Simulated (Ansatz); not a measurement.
## Cd (bcc)

The computed numbers are results of PBE with spin–orbit coupling (two-component spinors) in the plane-wave PAW code Ansatz at 420 eV, 16×16×16 k-mesh, Gaussian smearing of 0.05 eV. The datasets are Ansatz's generated set soft_2.

```
CELL_PARAMETERS angstrom
-1.79788 1.79788 1.79788
1.79788 -1.79788 1.79788
1.79788 1.79788 -1.79788
ATOMIC_POSITIONS crystal
Cd 0.00000 0.00000 0.00000
```

At room temperature and ambient pressure Cd is hcp.

Question: Which orbitals carry the states at the Fermi level, and how many states are there?

Answer: Within 0.1 eV of it: Cd 5s 97 % (shares among the projected shells, which hold 60 % of the states there). The density of states at the Fermi level is about 0.41 states/eV per cell, averaged over 0.3 eV.

Density of states (tetrahedra, averaged over 0.3 eV; states/eV per cell of 1 atom; energy in eV from the Fermi level):

```json
{"E (eV)": "-6.70", "DOS": "0.15"}
{"E (eV)": "-6.40", "DOS": "0.17"}
{"E (eV)": "-6.10", "DOS": "0.18"}
{"E (eV)": "-5.80", "DOS": "0.19"}
{"E (eV)": "-5.50", "DOS": "0.20"}
{"E (eV)": "-5.20", "DOS": "0.21"}
{"E (eV)": "-4.90", "DOS": "0.22"}
{"E (eV)": "-4.60", "DOS": "0.23"}
{"E (eV)": "-4.30", "DOS": "0.25"}
{"E (eV)": "-4.00", "DOS": "0.26"}
{"E (eV)": "-3.70", "DOS": "0.27"}
{"E (eV)": "-3.40", "DOS": "0.28"}
{"E (eV)": "-3.10", "DOS": "0.29"}
{"E (eV)": "-2.80", "DOS": "0.30"}
{"E (eV)": "-2.50", "DOS": "0.31"}
{"E (eV)": "-2.20", "DOS": "0.33"}
{"E (eV)": "-1.90", "DOS": "0.36"}
{"E (eV)": "-1.60", "DOS": "0.33"}
{"E (eV)": "-1.30", "DOS": "0.31"}
{"E (eV)": "-1.00", "DOS": "0.28"}
{"E (eV)": "-0.70", "DOS": "0.35"}
{"E (eV)": "-0.40", "DOS": "0.39"}
{"E (eV)": "-0.10", "DOS": "0.41"}
{"E (eV)": "0.20", "DOS": "0.40"}
{"E (eV)": "0.50", "DOS": "0.39"}
{"E (eV)": "0.80", "DOS": "0.41"}
{"E (eV)": "1.10", "DOS": "0.43"}
{"E (eV)": "1.40", "DOS": "0.41"}
{"E (eV)": "1.70", "DOS": "0.43"}
{"E (eV)": "2.00", "DOS": "0.42"}
{"E (eV)": "2.30", "DOS": "0.45"}
{"E (eV)": "2.60", "DOS": "0.45"}
{"E (eV)": "2.90", "DOS": "0.46"}
{"E (eV)": "3.20", "DOS": "0.48"}
{"E (eV)": "3.50", "DOS": "0.51"}
{"E (eV)": "3.80", "DOS": "0.51"}
{"E (eV)": "4.10", "DOS": "0.50"}
```
